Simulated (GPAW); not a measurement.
The system is HfO2.

```
CELL_PARAMETERS angstrom
3.55802 0.00000 0.00000
0.00000 3.55802 0.00000
0.00000 0.00000 5.17186
ATOMIC_POSITIONS crystal
Hf 0.00000 0.00000 0.00000
Hf 0.50000 0.50000 0.50000
O 0.00000 0.50000 0.19721
O 0.50000 0.00000 0.30279
O 0.50000 0.00000 0.80279
O 0.00000 0.50000 0.69721
```

Measurements of this composition are mostly on another form, of space group No. 14.

Base run:

- Program: GPAW 26.7.0
- Functional: BLYP
- Potentials or basis: PAW data sets generated in the run's folder for this functional
- Cutoff: 800 eV
- Basis: pw
- k mesh: 7 × 7 × 5
- Occupations: fermi-dirac, width 0.05 eV
- Spin: no spin polarisation

Its results: band gap on the k mesh 4.79 eV, indirect (least direct gap 4.86 eV); pressure 15.1 GPa; largest force 0.150 eV/Å.

The run is repeated on the same cell with these changes: functional from BLYP to PBEsol. What comes out?

Band gap on the k mesh 4.64 eV, indirect (least direct gap 4.71 eV); pressure 2.4 GPa; largest force 0.208 eV/Å.

PBEsol binds more tightly than BLYP, so the same cell stands under less pressure.

Caveats: spin-orbit coupling is left out, which moves the levels of the heavy elements; an odd mesh through Γ misses points on the zone boundary, where band edges often lie.
